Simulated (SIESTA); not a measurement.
# WC (Qusongite) under changes of volume

One of the cells (10.584 Å³/atom); the others are scaled copies at fixed shape and fractional positions:

```
CELL_PARAMETERS angstrom
2.92575 0.00000 0.00000
-1.46287 2.53377 0.00000
0.00000 0.00000 2.85539
ATOMIC_POSITIONS crystal
W 0.00000 0.00000 0.00000
C 0.66667 0.33333 0.50000
```

```yaml
Program: SIESTA 5.4.2
Functional: PBE
Potentials_or_basis: PseudoDojo 0.4 standard (PBE files)
Basis: DZP (energy shift 0.003 Ry; two zetas on semicore shells)
Grid_cutoff: 800 Ry
Energy_shift: 0.003 Ry
k_mesh: 10 × 10 × 9
Occupations: fermi-dirac, width 0.05 eV
Spin: no spin polarisation
```

```tsv
volume (Å³/atom)	energy over the lowest point (meV/atom)	pressure (GPa)
9.754	109.98	41.7
9.961	63.20	30.6
10.169	30.27	20.5
10.584	0.00	3.4
10.791	?	?
10.999	10.06	-10.6
```

Question: What does the run at 10.791 Å³/atom give?

Answer: Energy over the lowest point 0.48 meV/atom; pressure -4.0 GPa.

Worked out: A Birch-Murnaghan fit of order 3 (a polynomial in V^(-2/3)) to the other rows has its minimum at 10.68 Å³/atom with B0 = V·E''(V) = 379 GPa and B' = 4.4 at fixed shape and positions, which overstates the stiffness. It gives 0.52 meV/atom at 10.791 Å³/atom, against the run's 0.48, and -dE/dV = -4.0 GPa, against -4.0.

Energies are extrapolated to zero smearing.

Caveats: short orbitals over semicore shells can move pressures by several GPa; the basis of atomic orbitals isn't converged, which shifts pressures, moduli and gaps.
